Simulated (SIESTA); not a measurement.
Here is a SIESTA 5.4.2 calculation.

File BAs.fdf:

```
SystemName                      BAs
SystemLabel                     BAs
NumberOfSpecies                 2
NumberOfAtoms                   2
%block ChemicalSpeciesLabel
  1  33 As
  2   5 B
%endblock ChemicalSpeciesLabel

LatticeConstant                 1.0 Ang
%block LatticeVectors
     0.0000000000     2.3885000000     2.3885000000
     2.3885000000     0.0000000000     2.3885000000
     2.3885000000     2.3885000000     0.0000000000
%endblock LatticeVectors
AtomicCoordinatesFormat         Ang
%block AtomicCoordinatesAndAtomicSpecies
     3.5380444455     3.5381328200     3.5808606965  1
    -0.0886730625    -0.0275776210    -0.0452740175  2
%endblock AtomicCoordinatesAndAtomicSpecies

%block kgrid.MonkhorstPack
   10   0   0  0.0
    0  10   0  0.0
    0   0  10  0.0
%endblock kgrid.MonkhorstPack
XC.Functional                   GGA
XC.Authors                      PBE
PAO.BasisSize                   DZP
PAO.EnergyShift                 0.003 Ry
Mesh.Cutoff                     500 Ry
OccupationFunction              FD
ElectronicTemperature           0.05 eV
MaxSCFIterations                120
SCF.MustConverge                false
SCF.Mixer.Method                Pulay
SCF.Mixer.Weight                0.25
SCF.Mixer.History               8
SCF.DM.Tolerance                5.0e-05
SCF.H.Tolerance                 1.0e-03 eV
WriteForces                     true
Charge.Mulliken                 end
%block PAO.Basis
  As 4
  n=4 0 2
    5.512 0.000
  n=4 1 2
    7.356 0.000
  n=3 2 2
    2.890 0.000
  n=4 2 1
    7.356
%endblock PAO.Basis
```

Potentials or basis: PseudoDojo 0.4 standard (PBE files), DZP (energy shift 0.003 Ry; two zetas on semicore shells).

Launch:

```console
$ siesta BAs.fdf > BAs.out 2>&1
```

Problem. What does it give for the pressure?

Solution. 5.0 GPa.

Problem. Predict the band gap on the k mesh.

Solution. 0.81 eV, indirect (least direct gap 2.45 eV).

Stress tensor (GPa, compression positive):
```
 4.97  2.05 -0.46
 2.05  5.13  2.07
-0.46  2.07  4.97
```

Caveat: the basis of atomic orbitals isn't converged, which shifts pressures, moduli and gaps. A k mesh can miss the band edges.
